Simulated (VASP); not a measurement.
# CdSe, partial densities of the band edges: which settings are enough?

CdSe, F-43m (no. 216), 2 atoms in the cell. PBEsol, partial densities of the band edges; PAW potentials Cd, Se (PBE set). VASP 6.6.1.

Wanted: valence top by element within 0.01 shares; conduction bottom by element within 0.01 shares; evenness of the valence-top density within 0.02 (∫n)²/(V∫n²); evenness of the conduction-bottom density within 0.02 (∫n)²/(V∫n²).

POSCAR:
```
CdSe
1.0
    0.0000000000      3.0702711986      3.0702711986
    3.0702711986      0.0000000000      3.0702711986
    3.0702711986      3.0702711986      0.0000000000
Cd Se
1 1
Direct
    0.0000000000      0.0000000000      0.0000000000
    0.2500000000      0.2500000000      0.2500000000
```

The series start from Cutoff ENCUT (eV): 500; k mesh: 4 × 4 × 4; PREC: Accurate; ISYM: -1. Each series keeps the choices made before it, and each single choice may use up half of a tolerance. Times cover all steps of a run.

## Cutoff ENCUT (eV)

| Cutoff ENCUT (eV) | Valence top by element, largest deviation (shares) | Conduction bottom by element, largest deviation (shares) | Evenness of the valence-top density ((∫n)²/(V∫n²)) | Evenness of the conduction-bottom density ((∫n)²/(V∫n²)) | Time (s) |
|---|---|---|---|---|---|
| 300 | 0.000 | 0.000 | 0.265 | 0.532 | 25 |
| 400 | 0.000 | 0.000 | 0.265 | 0.532 | 23 |
| 500 | 0.000 | 0.000 | 0.265 | 0.532 | 26 |
| 700 (reference) | 0.000 | 0.000 | 0.265 | 0.532 | 50 |

Chosen: 300, the loosest value from which every tighter one stays within half of the tolerance.

## k mesh

| k mesh | Valence top by element, largest deviation (shares) | Conduction bottom by element, largest deviation (shares) | Evenness of the valence-top density ((∫n)²/(V∫n²)) | Evenness of the conduction-bottom density ((∫n)²/(V∫n²)) | Time (s) |
|---|---|---|---|---|---|
| 3 × 3 × 3 | 0.000 | 0.001 | 0.266 | 0.529 | 19 |
| 4 × 4 × 4 | 0.000 | 0.000 | 0.265 | 0.532 | 25 |
| 5 × 5 × 5 | 0.000 | 0.000 | 0.265 | 0.533 | 32 |
| 6 × 6 × 6 (reference) | 0.000 | 0.000 | 0.265 | 0.533 | 43 |

Chosen: 3 × 3 × 3.

## PREC

| PREC | Valence top by element, largest deviation (shares) | Conduction bottom by element, largest deviation (shares) | Evenness of the valence-top density ((∫n)²/(V∫n²)) | Evenness of the conduction-bottom density ((∫n)²/(V∫n²)) | Time (s) |
|---|---|---|---|---|---|
| Accurate | 0.000 | 0.000 | 0.266 | 0.529 | 19 |
| Normal | 0.000 | 0.000 | 0.266 | 0.529 | 14 |
| Single | 0.000 | 0.000 | 0.266 | 0.529 | 16 |

Chosen: Accurate; no other choice that stays within half of the tolerance saves 30 % of the time.

## ISYM

| ISYM | Valence top by element, largest deviation (shares) | Conduction bottom by element, largest deviation (shares) | Evenness of the valence-top density ((∫n)²/(V∫n²)) | Evenness of the conduction-bottom density ((∫n)²/(V∫n²)) | Time (s) |
|---|---|---|---|---|---|
| -1 | 0.000 | 0.000 | 0.266 | 0.529 | 19 |
| 2 | 0.000 | 0.000 | 0.266 | 0.529 | 17 |

Chosen: -1.

## All choices together

| Input | Valence top by element, largest deviation (shares) | Conduction bottom by element, largest deviation (shares) | Evenness of the valence-top density ((∫n)²/(V∫n²)) | Evenness of the conduction-bottom density ((∫n)²/(V∫n²)) | Time (s) |
|---|---|---|---|---|---|
| program defaults, k points 0.5 per Å apart (naive) | 0.000 | 0.000 | 0.265 | 0.532 | 14 |
| chosen settings | 0.000 | 0.000 | 0.266 | 0.529 | 19 |
| reference settings throughout | 0.000 | 0.000 | 0.265 | 0.533 | 123 |

The tolerance is met.

Values of the reference run: Valence top by element: 0.1686, 0.8314 in the order of the elements; Conduction bottom by element: 0.6656, 0.3344 in the order of the elements.

## The input

INCAR.step1:
```
SYSTEM = CdSe
PREC = Accurate ; ENCUT = 300
EDIFF = 1E-6 ; ISMEAR = 0
SIGMA = 0.02 ; LASPH = .True.
LREAL = .False. ; ALGO = Normal
NELM = 120 ; LWAVE = .True.
LCHARG = .False. ; NBANDS = 16
KPAR = 2 ; GGA = PS
ISYM = -1
```

INCAR.step2, as INCAR.step1 but for:
```
- LWAVE = .True.
- KPAR = 2
+ ISTART = 1
+ LWAVE = .False.
+ LPARD = .True.
+ IBAND = 7 8 9
+ KPUSE = 1
```

INCAR.step3, as INCAR.step2 but for:
```
- IBAND = 7 8 9
+ IBAND = 10
```

INCAR.step4, as INCAR.step3 but for:
```
- IBAND = 10
- KPUSE = 1
+ NBMOD = -2
+ EINT = -1.3113 0.6897
```

INCAR.step5, as INCAR.step4 but for:
```
- NBMOD = -2
- EINT = -1.3113 0.6897
+ IBAND = 9 10
+ LSEPB = .True.
```

KPOINTS:
```
Automatic mesh
0
Gamma
  3 3 3
  0 0 0
```

Commands (each step's output is kept before the next begins):
```
cat potpaw_PBE.64/Cd/POTCAR potpaw_PBE.64/Se/POTCAR > POTCAR
cp INCAR.step1 INCAR
mpirun -np 2 vasp_std > vasp.out
cp INCAR.step2 INCAR
mpirun -np 1 vasp_std > vasp.out
mv PARCHG PARCHG.valence_top
cp INCAR.step3 INCAR
mpirun -np 1 vasp_std > vasp.out
mv PARCHG PARCHG.conduction_bottom
cp INCAR.step4 INCAR
mpirun -np 1 vasp_std > vasp.out
mv PARCHG PARCHG.top_2_eV_of_the_valence_band
cp INCAR.step5 INCAR
mpirun -np 1 vasp_std > vasp.out
```

The naive input happens to agree within the tolerance here, in 14 s.

The chosen input took VASP 6.6.1 19 s on 2 cores (Intel Xeon Platinum 8488C (Sapphire Rapids)), a shared host.

## An input that fails: band index beyond the bands computed

VASP's message: One or more band numbers passed in IBAND are larger than the total number of bands in WAVECAR. Please adjust your input and restart.

Changes against the starting input:
```
(step 2)
- IBAND = 7 8 9
+ IBAND = 999
```
